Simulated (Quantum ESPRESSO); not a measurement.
A run of Quantum ESPRESSO 7.5 is set up as follows.

Contents of pw.in:

```
&CONTROL
  calculation = 'scf'
  prefix = 'pwscf'
  outdir = './tmp'
  pseudo_dir = './pseudo'
  tprnfor = .true.
  tstress = .true.
  disk_io = 'low'
/
&SYSTEM
  space_group = 194
  A = 2.7058
  C = 4.2819
  nat = 1
  ntyp = 1
  ecutwfc = 84
  nbnd = 48
  input_dft = 'pz'
  occupations = 'smearing'
  smearing = 'gaussian'
  degauss = 0.00999582
  noncolin = .true.
  lspinorb = .true.
/
&ELECTRONS
  conv_thr = 4d-10
  electron_maxstep = 120
  mixing_beta = 0.5
/
ATOMIC_SPECIES
Ru   101.0700 Ru.upf
ATOMIC_POSITIONS crystal_sg
Ru     0.6666666667    0.3333333333    0.7500000000
K_POINTS automatic
9 9 5 0 0 0
```

Contents of nscf.in:

```
&CONTROL
  calculation = 'nscf'
  prefix = 'pwscf'
  outdir = './tmp'
  pseudo_dir = './pseudo'
  disk_io = 'low'
/
&SYSTEM
  space_group = 194
  A = 2.7058
  C = 4.2819
  nat = 1
  ntyp = 1
  ecutwfc = 84
  nbnd = 48
  input_dft = 'pz'
  occupations = 'tetrahedra_opt'
  noncolin = .true.
  lspinorb = .true.
/
&ELECTRONS
  conv_thr = 1d-08
  electron_maxstep = 120
  mixing_beta = 0.5
/
ATOMIC_SPECIES
Ru   101.0700 Ru.upf
ATOMIC_POSITIONS crystal_sg
Ru     0.6666666667    0.3333333333    0.7500000000
K_POINTS automatic
14 14 8 0 0 0
```

File projwfc.in:

```
&PROJWFC
  prefix = 'pwscf'
  outdir = './tmp'
  filpdos = 'p'
  Emin = 8
  Emax = 33
  DeltaE = 0.05
/
```

Potentials or basis: PseudoDojo 0.4 FR PBEsol standard.

Run with:

```sh
$ OMP_NUM_THREADS=1 pw.x -in pw.in > pw.out
$ OMP_NUM_THREADS=1 pw.x -in nscf.in > nscf.out
$ OMP_NUM_THREADS=1 projwfc.x -in projwfc.in > projwfc.out
```

Problem. What does it give for the band gap on the k mesh?

Solution. None (metal or under the smearing width).

Problem. Predict the pressure.

Solution. -10.5 GPa.

States per cell in windows of 1 eV (zero at the Fermi level; states under -8 eV left out):
```csv
from (eV),total,Ru#1 d_j2.5 wfc4,Ru#2 d_j2.5 wfc4,Ru#1 d_j1.5 wfc5,Ru#2 d_j1.5 wfc5,Ru#1 s_j0.5 wfc6,Ru#2 s_j0.5 wfc6
-8.0,0.09,0.00,0.00,0.00,0.00,0.04,0.04
-7.0,0.53,0.08,0.08,0.06,0.06,0.11,0.11
-6.0,2.87,0.69,0.69,0.49,0.49,0.22,0.22
-5.0,2.39,0.62,0.62,0.47,0.47,0.09,0.09
-4.0,2.32,0.60,0.60,0.48,0.48,0.06,0.06
-3.0,3.25,0.84,0.84,0.68,0.68,0.08,0.08
-2.0,2.77,0.82,0.82,0.46,0.46,0.07,0.07
-1.0,1.78,0.53,0.53,0.28,0.28,0.05,0.05
0.0,1.84,0.54,0.54,0.33,0.33,0.03,0.03
1.0,3.19,0.96,0.96,0.57,0.57,0.05,0.05
2.0,0.54,0.10,0.10,0.05,0.05,0.09,0.09
3.0,0.51,0.06,0.06,0.03,0.03,0.11,0.11
4.0,0.46,0.04,0.04,0.02,0.02,0.10,0.10
5.0,0.42,0.02,0.02,0.01,0.01,0.08,0.08
6.0,0.43,0.02,0.02,0.01,0.01,0.07,0.07
7.0,0.41,0.01,0.01,0.00,0.00,0.07,0.07
```

Caveat: the potentials were made for another functional, which shifts forces and pressure.
